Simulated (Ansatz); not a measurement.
# ScAlN2 (ordered alloy on rocksalt lattice): independent-particle optics, part 2 of 3

How does ScAlN2 (ordered alloy on rocksalt lattice) absorb light if electrons and holes don't interact? Plan: HSE06 for the gap; optics with PBE on 8×8×8; optics with r2SCAN on 8×8×8; optics with PBE and scissors to the HSE06 gap on 8×8×8.

Ansatz 0.2.0; plane waves, PAW; no local fields, no excitons. Earlier steps stand in the parts before.

## 3. Optics, PBE

input.yaml reads:

```yaml
crystal:
  lattice:
    - [1.5184655389, 0.8766864876, 4.9153867985]
    - [-1.5184655389, 0.8766864876, 4.9153867985]
    - [0.0, -1.7533729753, 4.9153867985]
  atoms:
    - { symbol: Sc, position: [1.0, 0.0, 0.0] }
    - { symbol: Al, position: [0.5, 0.5, 0.5] }
    - { symbol: "N", position: [0.2433103314, 0.2433103314, 0.2433103314] }
    - { symbol: "N", position: [0.7566896686, 0.7566896686, 0.7566896686] }
kpoints:
  mp_grid: { grid: [8, 8, 8] }
hamiltonian:
  xc: pbe
scf:
  occupations: { method: fixed }
output:
  optics:
    e_range: [0, 12]
    de: 0.05
    sigma: 0.1
    bands: { spectra_wanted_up_to: 12 }
```

On the command line:

```bash
$ ansatz run input.yaml --threads 4 --pin off --max-ram 3686MiB --backend cpu --events-out ev --progress --plain --runs-dir out
```

Output:

```text
Warning: RAYON_NUM_THREADS=4 ignored (pool sized by the plan → 4); use --threads N
basis.fft_grid_basis auto: the FFT boxes are laid along the combinations [[1, 0, -1], [0, 1, -1], [0, 0, 1]] of the cell's own vectors, 3.037, 3.037 and 5.219 Å long. The dense box has 24×24×36 points. Along the cell's own vectors, as sized, it would have 36×36×36, 2.25 times as many. Of the 12 symmetry operations that the crystal satisfies within crystal.symmetry.tolerance (time reversal apart; of a slab, those that keep its plane) the dense box along the cell's own vectors carries 12, and the one as laid loses 8 of those. basis.fft_grid_basis: typed keeps the cell's own vectors: state it where this run's energies or levels are differenced outside the engine with another run's, or held beside a run that keeps those vectors.
Engine: ansatz 0.2.0, aarch64-unknown-linux-gnu
Pseudopotentials: kind: paw
Pseudopotential: Sc, paw, valence charge 11, recommended cutoff 420 eV (normal), Sc.paw.azcp
Pseudopotential: Al, paw, valence charge 3, recommended cutoff 420 eV (normal), Al.paw.azcp
Pseudopotential: N, paw, valence charge 5, recommended cutoff 420 eV (normal), N.paw.azcp
Functional definition: PBE
  parameter kappa = 0.804
  parameter beta = 0.06672455060314922
  exchange = pbe_x(kappa = kappa, mu = beta*pi^2/3)
  correlation = pbe_c(beta = beta)
Crystal: 4 atoms, lattice volume = 39.261 Å³
Basis set: ecut = 420 eV, 773 PW (Γ), FFT grids on a1−a3, a2−a3, a3
Bands: 16, of which v1, the nominal top of the filled ones, is band 12 counted from 1 (11 counted from 0)
Symmetry: 12 space group operations
Space group: R-3m (ITA 166), of the structure as read, at distance tolerance 3.4e-5 Å
k-points: 65 of 512
Non-local potential: Sc, projectors of the file, l = 0: 3, l = 1: 2, l = 2: 3, l = 3: 1
Non-local potential: Al, projectors of the file, l = 0: 2, l = 1: 2, l = 2: 1
Non-local potential: N, projectors of the file, l = 0: 2, l = 1: 2, l = 2: 1
PAW form: soft (Blöchl's): semilocal exchange-correlation on the pseudo side does not see the compensation charge
PAW one-centre angular grid: Sc, 590 points (default); XC on 64 Gauss nodes
PAW one-centre angular grid: Al, 110 points (default); XC on 64 Gauss nodes
PAW one-centre angular grid: N, 110 points (default); XC on 64 Gauss nodes
Initial density: superposition of atomic densities (neutral atoms: chi_scale 0, normalization atom), corrected by the library's trained network
Initial wavefunctions: pseudopotential atomic-orbital guess
Functional: x = pbe(κ = 0.804, μ = 0.2195149727645171), c = pbe(β = 0.06672455060314922)
SCF iter   1: F=—  HF=-3447.186748 eV  |F-HF|=—  |Δ(HF+E_count)|=         —  Δρ=1.85e-3  dr2=1.54e-3  ethr=1.77e-3  ⟨swp⟩=3.9  Hψ=4670  notcnv=0  defer=64
preconditioner: auto → none  [insulator: Δε(μ)=0.769 eV  Ē_g=15.836 eV  n_scr=8 (ndim 8)  ℏωp=27.8 eV  f_vac=0.000  ε∞_Penn≈4.1]
SCF iter   2: F=—  HF=-3447.186409 eV  |F-HF|=—  |Δ(HF+E_count)|=   3.39e-4  Δρ=1.38e-3  dr2=1.12e-3  ethr=6.40e-6  ⟨swp⟩=2.5  Hψ=2207  notcnv=0  defer=125
SCF iter   3: F=—  HF=-3447.186232 eV  |F-HF|=—  |Δ(HF+E_count)|=   1.77e-4  Δρ=6.50e-4  dr2=1.55e-4  ethr=4.65e-6  ⟨swp⟩=2.0  Hψ=1531  notcnv=0  defer=125
SCF iter   4: F=—  HF=-3447.186250 eV  |F-HF|=—  |Δ(HF+E_count)|=   1.73e-5  Δρ=1.93e-4  dr2=1.20e-5  ethr=6.48e-7  ⟨swp⟩=2.7  Hψ=1535  notcnv=0  defer=16
SCF iter   5: F=—  HF=-3447.186255 eV  |F-HF|=—  |Δ(HF+E_count)|=   4.90e-6  Δρ=5.82e-5  dr2=4.71e-7  ethr=5.02e-8  ⟨swp⟩=2.1  Hψ=1442  notcnv=0
SCF iter   6: F=—  HF=-3447.186255 eV  |F-HF|=—  |Δ(HF+E_count)|=   4.54e-7  Δρ=7.58e-6  dr2=1.38e-8  ethr=1.96e-9  ⟨swp⟩=2.9  Hψ=1933  notcnv=0
SCF iter   7: F=—  HF=-3447.186255 eV  |F-HF|=—  |Δ(HF+E_count)|=   9.61e-9  Δρ=1.39e-6  dr2=4.56e-10  ethr=5.74e-11  ⟨swp⟩=2.3  Hψ=1649  notcnv=0
SCF iter   8: F=—  HF=-3447.186255 eV  |F-HF|=—  |Δ(HF+E_count)|=  4.32e-11  Δρ=3.11e-7  dr2=1.32e-11  ethr=1.90e-12  ⟨swp⟩=2.0  Hψ=1820  notcnv=0
SCF iter   9: F=-3447.186255 eV  HF=-3447.186255 eV  |F-HF|=1.82e-12  |Δ(HF+E_count)|=  2.14e-11  Δρ=3.43e-8  dr2=1.88e-13  ethr=1.00e-12  ⟨swp⟩=3.2  Hψ=3164  notcnv=0
SCF 1 converged in 9 iterations: F = -3447.186255 eV  dr2 = 1.88e-13
NSCF: frozen V_eff on 65 k-points
Optics k sum: 0 of 65 k-points
[...]
NSCF: frozen V_eff on 1 k-points
NSCF: frozen V_eff on 1 k-points
NSCF: frozen V_eff on 1 k-points
output.optics: what the bands over the 26 summed would add to eps1, eps2 and the energy-loss function is held between a lower and an upper bound (9 Lanczos steps). eps1, eps2 and their loss function (loss_summed_bands) are given on every row as the summed bands alone make them. Along an axis, on a row where the two bounds hold the loss function to about 1 % of the greater of itself and 0.5 % of |1/eps|, its cell (loss_completed) is given, with the completed eps1 and eps2 that it is formed of (a cell that is left empty reads nan in the table and null in the record). The two bounds hold it so along every axis on all 241 rows up to 12.000 eV. The run works to bound the rows up to 12.000 eV and no higher ones: a peak of the loss function over that energy may be left empty with no warning. To have the run work for it, set output.optics.bands.spectra_wanted_up_to to a higher energy. perfect_screening_sum, loss_f_sum_n_eff and, beside carriers, perfect_screening_limit are those of loss_summed_bands: over the bounded function the two sums would run over rows that are not all bounded, and lack what the bands left out lay past the top of the energy grid. Bounded is said of the bands left out alone, which are those that the basis at basis.ecutwfc holds: it says nothing of that cutoff, of the k-point mesh, of what the sum inside its cells errs by (eps2_relative_error), of the factors of all_electron_strengths, nor of how far the SCF is converged. The bands left out are taken at the k-points, and what their mean over the points' cells stands off that by is in neither bound: the run's estimate of it, which the test of a row counts in, is 0.11 % of |eps| at the most among the values given; where the mean stood off by over 0.5 % the points' spread read 0.1 to 3 times that
SCF converged after 9 iterations
Free energy (F): -3447.186255 eV
Harris-Foulkes:  -3447.186255 eV  (|F-HF|=1.82e-12)
Internal energy: -3447.186255 eV  (E = F + TS)
E sigma→0 (E₀):  -3447.186255 eV
Fermi energy:    12.265157 eV
--- Per-component energies (eV) ---
  E_band       = -57.877837
  E_kinetic    = 557.362088
  E_local      = -1110.007326  (includes V_loc(G=0)·N_el)
  E_nonlocal   = 179.264783
  E_hartree    = 395.252011
  E_xc         = -270.008167
  E_vxc        = -318.753610  (∫ρ·V_xc dr)
  E_paw        = -1676.279711  (= ΣΔE_a)
  E_vpaw       = -156.247984  (= ΣTr[D̂ρ^β])
  E_aug_tail   = 0.000194  (compensation charges beyond the density's cutoff)
  E_ewald      = -1522.770127
  E_smearing   = -0.000000  (= −TS)
  E_closure    = -0.000000  (closes the sum)
  Σ components = -3447.186255   (vs F -3447.186255, Δ=0.00e0)
--- Band table (eV; the first three rows and the last of 65) ---
  k-point 0: bands = ["-36.0729", "-14.9043", "-14.4176", "-14.4176", "-3.6423", "-0.7358", "6.0040", "9.9484", "9.9484", "11.9205", "11.9205", "12.2652", "15.3226", "15.5035", "15.5035", "17.3370"]
  k-point 1: bands = ["-36.0571", "-14.8752", "-14.5341", "-14.4408", "-3.3802", "-0.7474", "6.3096", "9.3911", "9.8957", "10.8839", "11.6337", "11.8729", "15.2360", "15.6104", "15.9049", "17.4182"]
  k-point 2: bands = ["-36.0188", "-14.8172", "-14.7920", "-14.4962", "-2.6975", "-0.7389", "6.8569", "8.4060", "9.1169", "9.6342", "10.9020", "11.2944", "14.8100", "16.2856", "16.6392", "17.6932"]
  k-point 64: bands = ["-36.0727", "-14.9214", "-14.4178", "-14.4178", "-2.8605", "-1.8967", "8.3817", "9.0900", "10.3314", "10.3314", "11.3361", "11.3361", "15.2658", "15.6711", "15.6711", "17.7488"]
```

Wall time 16 s (4 threads of Arm Neoverse V1, shared host); peak memory 0.79 GiB.

optics.tsv begins:

```
# eps_inf(xx yy zz) = 8.198656 8.198656 8.342942
# eps_inf_bands = all
# eps_inf_summed_bands(xx yy zz) = 8.070151 8.070151 8.213961
# eps_inf_completed(xx yy zz) = 8.198656 8.198656 8.342942
# eps2_relative_error = 0.0010
# eps_inf_relative_error = 0.0040
# f_sum_n_eff(xx yy zz) = 15.443351 15.443351 15.446914 of n_electrons = 24.000000
# n_bands = 26
# n_bands_set_by = photon_energy
# valid_up_to_ev = 14.761594
# least_direct_gap_ev = 2.594704e0 at k(fractional) = 0.000000 -0.500000 -0.500000, k_point = 20, channel = 0, bands = 11 12 (counted from 0)
```

The dielectric function from optics.tsv (yy equals xx), one row in 5 (narrow peaks fall between the rows):

```csv
E (eV),ε₂ xx,ε₂ zz,ε₁ xx,ε₁ zz
2.25,0.00,0.00,10.63,11.46
2.50,0.52,1.74,12.61,15.23
2.75,2.55,5.69,13.45,11.87
3.00,5.32,5.92,13.91,11.97
3.25,8.51,8.84,12.62,11.39
3.50,9.59,9.66,10.31,6.70
3.75,11.39,7.41,6.48,5.15
4.00,9.07,6.06,3.75,5.40
4.25,6.04,5.63,2.76,5.35
4.50,4.45,5.03,3.78,5.52
4.75,3.78,4.81,4.86,5.99
5.00,3.65,4.94,5.82,6.42
5.25,3.81,5.06,6.92,6.87
5.50,4.87,5.95,7.96,7.50
5.75,6.70,6.90,7.94,7.47
6.00,7.74,8.46,7.20,7.08
6.25,8.14,9.22,6.44,6.02
6.50,8.91,9.96,6.12,4.85
6.75,10.12,9.91,5.28,3.28
7.00,10.12,9.81,3.43,1.92
7.25,11.82,9.55,2.56,0.71
7.50,9.17,7.62,-1.58,-0.04
7.75,7.10,7.18,-0.95,0.47
8.00,5.86,7.03,-0.31,0.21
8.25,5.71,6.83,0.56,0.13
8.50,6.16,7.22,1.05,-0.03
8.75,7.16,6.47,0.08,-1.56
9.00,5.77,5.69,-0.66,-1.77
9.25,5.74,4.78,-0.43,-1.80
9.50,5.21,3.97,-0.74,-1.56
9.75,4.78,3.52,-0.52,-1.10
10.00,4.89,3.51,-0.32,-0.79
10.25,5.06,3.06,-0.43,-0.82
10.50,5.48,2.61,-0.83,-0.14
10.75,4.64,3.60,-2.29,0.08
11.00,3.44,3.17,-2.12,-0.39
11.25,2.86,2.75,-1.62,-0.32
11.50,2.44,2.25,-1.21,0.07
11.75,2.27,2.19,-0.78,0.80
12.00,2.19,2.54,-0.18,1.87
```

Tallest peaks of ε₂ (mean of the periodic axes): 10.3 at 3.70 eV, 10.4 at 6.85 eV, 11.2 at 7.30 eV.

## 4. Optics, r2SCAN

input.yaml: that of step 3 with these lines changed.

```diff
@@ -13,3 +13,3 @@
 hamiltonian:
-  xc: pbe
+  xc: r2scan
 scf:
```

On the command line:

```bash
$ ansatz run input.yaml --threads 4 --pin off --max-ram 3686MiB --backend cpu --events-out ev --progress --plain --runs-dir out
```

Output:

```text
Warning: RAYON_NUM_THREADS=4 ignored (pool sized by the plan → 4); use --threads N
basis.fft_grid_basis auto: the FFT boxes are laid along the combinations [[1, 0, -1], [0, 1, -1], [0, 0, 1]] of the cell's own vectors, 3.037, 3.037 and 5.219 Å long. The dense box has 24×24×40 points. Along the cell's own vectors, as sized, it would have 40×40×40, 2.78 times as many. Of the 12 symmetry operations that the crystal satisfies within crystal.symmetry.tolerance (time reversal apart; of a slab, those that keep its plane) the dense box along the cell's own vectors carries 12, and the one as laid loses 8 of those. basis.fft_grid_basis: typed keeps the cell's own vectors: state it where this run's energies or levels are differenced outside the engine with another run's, or held beside a run that keeps those vectors.
[... 2 set-up lines as earlier in the session ...]
Pseudopotential: Sc, paw, valence charge 11, recommended cutoff 500 eV (meta_gga), Sc.paw.azcp
Pseudopotential: Al, paw, valence charge 3, recommended cutoff 500 eV (meta_gga), Al.paw.azcp
Pseudopotential: N, paw, valence charge 5, recommended cutoff 500 eV (meta_gga), N.paw.azcp
Functional definition: r2SCAN
  parameter k0 = 0.174
  parameter k1 = 0.065
  parameter a1 = 4.9479
  exchange = r2scan_x(k0 = k0, k1 = k1, a1 = a1)
  correlation = r2scan_c
Crystal: 4 atoms, lattice volume = 39.261 Å³
Basis set: ecut = 500 eV, 1019 PW (Γ), FFT grids on a1−a3, a2−a3, a3, exchange–correlation on 96×96×160 points (64 copies of the dense FFT grid, shifted against one another)
Bands: 16, of which v1, the nominal top of the filled ones, is band 12 counted from 1 (11 counted from 0)
[... 2 set-up lines as earlier in the session ...]
k-points: 65 of 512
[... 4 set-up lines as earlier in the session ...]
PAW frozen core: Sc, regenerated for the run's functional (the file was generated under x = pbe(κ = 0.804, μ = 0.2195149727645171), c = pbe(β = 0.06672455060314922))
PAW frozen core: Al, regenerated for the run's functional (the file was generated under x = pbe(κ = 0.804, μ = 0.2195149727645171), c = pbe(β = 0.06672455060314922))
PAW frozen core: N, regenerated for the run's functional (the file was generated under x = pbe(κ = 0.804, μ = 0.2195149727645171), c = pbe(β = 0.06672455060314922))
PAW one-centre angular grid: Sc, 590 points (default); XC on 160 Gauss nodes
PAW one-centre angular grid: Al, 302 points (default); XC on 160 Gauss nodes
PAW one-centre angular grid: N, 302 points (default); XC on 160 Gauss nodes
[... 2 set-up lines as earlier in the session ...]
Functional: x = r2scan, c = r2scan; τ floored in thin density (d = 2e-4 eV/Å³)
SCF iter   1: F=—  HF=-3457.354264 eV  |F-HF|=—  |Δ(HF+E_count)|=         —  Δρ=1.40e-2  dr2=1.05e-1  dr2_τ=2.66e-1  ethr=1.77e-3  ⟨swp⟩=4.2  Hψ=4821  notcnv=0  defer=61
preconditioner: auto → none  [insulator: Δε(μ)=1.323 eV  Ē_g=11.066 eV  n_scr=8 (ndim 8)  ℏωp=23.7 eV  f_vac=0.000  ε∞_Penn≈5.6]
SCF iter   2: F=—  HF=-3457.551567 eV  |F-HF|=—  |Δ(HF+E_count)|=   1.97e-1  Δρ=1.06e-2  dr2=6.10e-2  dr2_τ=6.83e-3  ethr=4.37e-4  ⟨swp⟩=2.1  Hψ=2425  notcnv=0  defer=92
SCF iter   3: F=—  HF=-3457.539645 eV  |F-HF|=—  |Δ(HF+E_count)|=   1.19e-2  Δρ=4.32e-3  dr2=5.29e-3  dr2_τ=2.21e-4  ethr=2.54e-4  ⟨swp⟩=2.0  Hψ=1526  notcnv=0  defer=117
SCF iter   4: F=—  HF=-3457.539760 eV  |F-HF|=—  |Δ(HF+E_count)|=   1.15e-4  Δρ=1.28e-3  dr2=8.05e-4  dr2_τ=6.22e-5  ethr=2.20e-5  ⟨swp⟩=2.0  Hψ=1672  notcnv=0  defer=125
SCF iter   5: F=—  HF=-3457.539618 eV  |F-HF|=—  |Δ(HF+E_count)|=   1.41e-4  Δρ=2.51e-4  dr2=5.19e-5  dr2_τ=2.13e-6  ethr=3.35e-6  ⟨swp⟩=2.2  Hψ=1472  notcnv=0  defer=52
SCF iter   6: F=—  HF=-3457.539609 eV  |F-HF|=—  |Δ(HF+E_count)|=   8.79e-6  Δρ=8.17e-5  dr2=3.12e-6  dr2_τ=1.71e-7  ethr=2.16e-7  ⟨swp⟩=2.0  Hψ=1355  notcnv=0  defer=1
SCF iter   7: F=—  HF=-3457.539609 eV  |F-HF|=—  |Δ(HF+E_count)|=   1.08e-7  Δρ=3.13e-5  dr2=4.45e-7  dr2_τ=3.05e-8  ethr=1.30e-8  ⟨swp⟩=2.0  Hψ=1559  notcnv=0
SCF iter   8: F=—  HF=-3457.539609 eV  |F-HF|=—  |Δ(HF+E_count)|=   4.33e-7  Δρ=8.27e-6  dr2=3.18e-8  dr2_τ=4.39e-10  ethr=1.85e-9  ⟨swp⟩=2.1  Hψ=1443  notcnv=0
SCF iter   9: F=—  HF=-3457.539609 eV  |F-HF|=—  |Δ(HF+E_count)|=   2.95e-9  Δρ=1.50e-6  dr2=1.11e-9  dr2_τ=1.74e-11  ethr=1.33e-10  ⟨swp⟩=2.1  Hψ=1468  notcnv=0
SCF iter  10: F=-3457.539609 eV  HF=-3457.539609 eV  |F-HF|=2.73e-12  |Δ(HF+E_count)|=  7.78e-11  Δρ=1.01e-7  dr2=4.51e-12  dr2_τ=1.65e-13  ethr=1.00e-12  ⟨swp⟩=2.5  Hψ=3789  notcnv=0
the search or the solves at the SCF's close seem to have found levels that the self-consistency loop had missed (the run counts 1). By its estimate they hold under 1e-12 electrons; where the run keeps them, the occupations were computed again with them
SCF 1 converged in 10 iterations: F = -3457.539609 eV  dr2 = 4.51e-12
NSCF: frozen V_eff on 65 k-points
Optics k sum: 0 of 65 k-points
[...]
NSCF: frozen V_eff on 1 k-points
NSCF: frozen V_eff on 1 k-points
NSCF: frozen V_eff on 1 k-points
output.optics: what the bands over the 26 summed would add to eps1, eps2 and the energy-loss function is held between a lower and an upper bound (9 Lanczos steps). eps1, eps2 and their loss function (loss_summed_bands) are given on every row as the summed bands alone make them. Along an axis, on a row where the two bounds hold the loss function to about 1 % of the greater of itself and 0.5 % of |1/eps|, its cell (loss_completed) is given, with the completed eps1 and eps2 that it is formed of (a cell that is left empty reads nan in the table and null in the record). The two bounds hold it so along every axis on all 241 rows up to 12.000 eV. The run works to bound the rows up to 12.000 eV and no higher ones: a peak of the loss function over that energy may be left empty with no warning. To have the run work for it, set output.optics.bands.spectra_wanted_up_to to a higher energy. perfect_screening_sum, loss_f_sum_n_eff and, beside carriers, perfect_screening_limit are those of loss_summed_bands: over the bounded function the two sums would run over rows that are not all bounded, and lack what the bands left out lay past the top of the energy grid. Bounded is said of the bands left out alone, which are those that the basis at basis.ecutwfc holds: it says nothing of that cutoff, of the k-point mesh, of what the sum inside its cells errs by (eps2_relative_error), of the factors of all_electron_strengths, nor of how far the SCF is converged. The bands left out are taken at the k-points, and what their mean over the points' cells stands off that by is in neither bound: the run's estimate of it, which the test of a row counts in, is 0.08 % of |eps| at the most among the values given; where the mean stood off by over 0.5 % the points' spread read 0.1 to 3 times that
SCF converged after 10 iterations
Free energy (F): -3457.539609 eV
Harris-Foulkes:  -3457.539609 eV  (|F-HF|=2.73e-12)
Internal energy: -3457.539609 eV  (E = F + TS)
E sigma→0 (E₀):  -3457.539609 eV
Fermi energy:    12.105715 eV
--- Per-component energies (eV) ---
  E_band       = -75.704244
  E_kinetic    = 559.175002
  E_local      = -1108.243691  (includes V_loc(G=0)·N_el)
  E_nonlocal   = 176.229493
  E_hartree    = 394.988754
  E_xc         = -262.879133
  E_vxc        = -351.197467  (∫ρ·V_xc dr)
  E_paw        = -1693.682213  (= ΣΔE_a)
  E_vpaw       = -162.299807  (= ΣTr[D̂ρ^β])
  E_aug_tail   = 0.000037  (compensation charges beyond the density's cutoff)
  E_vtau       = 20.654695  (kinetic-family band-sum trace: ∫τ·v_τ [+ j·A + Jᵃ·Aᵃ] dr)
  E_ewald      = -1522.770127
  E_core_change = -0.357729  (= ΣΔE_core)
  E_smearing   = -0.000000  (= −TS)
  E_closure    = 0.000000  (closes the sum)
  Σ components = -3457.539609   (vs F -3457.539609, Δ=0.00e0)
--- Band table (eV; the first three rows and the last of 65) ---
  k-point 0: bands = ["-38.2072", "-16.0558", "-15.5707", "-15.5707", "-4.6257", "-1.7450", "5.7474", "9.7321", "9.7321", "11.7634", "11.7634", "12.1057", "15.5906", "15.7537", "15.7537", "17.9073"]
  k-point 1: bands = ["-38.1916", "-16.0252", "-15.6875", "-15.5936", "-4.3601", "-1.7583", "6.0552", "9.1707", "9.6744", "10.7205", "11.4758", "11.7071", "15.4882", "15.8879", "16.1560", "17.7431"]
  k-point 2: bands = ["-38.1537", "-15.9705", "-15.9391", "-15.6486", "-3.6745", "-1.7531", "6.6016", "8.1768", "8.9135", "9.4052", "10.7224", "11.1192", "15.0572", "16.5868", "16.8988", "18.0381"]
  k-point 64: bands = ["-38.2070", "-16.0734", "-15.5709", "-15.5709", "-3.8247", "-2.8969", "8.1292", "8.9209", "10.1446", "10.1446", "11.1425", "11.1425", "15.5470", "15.9240", "15.9240", "18.0296"]
```

It took 22 s on 4 threads of Arm Neoverse V1, shared host; peak memory 0.92 GiB.

optics.tsv begins:

```
# eps_inf(xx yy zz) = 7.123251 7.123251 7.197865
# eps_inf_bands = all
# eps_inf_summed_bands(xx yy zz) = 6.998316 6.998316 7.071632
# eps_inf_completed(xx yy zz) = 7.123251 7.123251 7.197865
# eps2_relative_error = 0.0011
# eps_inf_relative_error = 0.0042
# f_sum_n_eff(xx yy zz) = 16.149397 16.149397 16.134512 of n_electrons = 24.000000
# n_bands = 26
# n_bands_set_by = photon_energy
# valid_up_to_ev = 15.899734
# least_direct_gap_ev = 3.075385e0 at k(fractional) = 0.000000 -0.500000 -0.500000, k_point = 20, channel = 0, bands = 11 12 (counted from 0)
```

The dielectric function from optics.tsv (yy equals xx), one row in 5 (narrow peaks fall between the rows):

```tsv
E (eV)	ε₂ xx	ε₂ zz	ε₁ xx	ε₁ zz
2.70	0.00	0.00	9.46	10.05
2.95	0.30	0.98	11.11	13.05
3.20	2.14	4.81	12.03	10.78
3.45	4.56	5.02	12.63	11.00
3.70	7.51	7.92	11.40	10.38
3.95	8.70	8.23	9.51	6.23
4.20	9.70	6.43	5.66	4.97
4.45	7.80	5.31	3.75	5.16
4.70	5.34	4.96	2.82	5.13
4.95	3.95	4.46	3.68	5.27
5.20	3.35	4.28	4.59	5.66
5.45	3.22	4.35	5.43	6.01
5.70	3.31	4.36	6.32	6.39
5.95	3.98	5.03	7.25	7.23
6.20	5.58	6.21	8.03	7.49
6.45	6.90	7.76	7.21	6.74
6.70	7.52	8.30	6.35	5.79
6.95	8.15	8.92	5.97	4.86
7.20	9.12	9.16	5.18	3.64
7.45	9.47	9.32	3.40	2.22
7.70	10.12	8.98	3.26	1.31
7.95	9.65	7.45	-1.30	-0.06
8.20	6.72	6.66	-1.17	0.38
8.45	5.51	6.71	-0.50	0.28
8.70	5.00	6.24	0.22	0.18
8.95	5.13	6.65	0.72	-0.31
9.20	5.55	5.94	0.64	-1.75
9.45	4.76	4.25	0.24	-1.08
9.70	5.18	4.52	0.41	-0.93
9.95	5.03	3.83	0.19	-0.88
10.20	4.62	3.70	-0.05	-0.67
10.45	4.35	3.43	0.24	-0.62
10.70	4.71	3.24	0.46	-0.65
10.95	4.96	2.70	0.07	-0.51
11.20	5.03	2.41	-0.22	-0.05
11.45	5.30	2.33	-1.50	0.58
11.70	3.86	3.38	-1.83	0.52
11.95	3.04	2.89	-1.61	0.09
```

Tallest peaks of ε₂ (mean of the periodic axes): 9.1 at 4.10 eV, 9.6 at 7.35 eV, 10.5 at 7.80 eV.

[end of part 2 of 3]
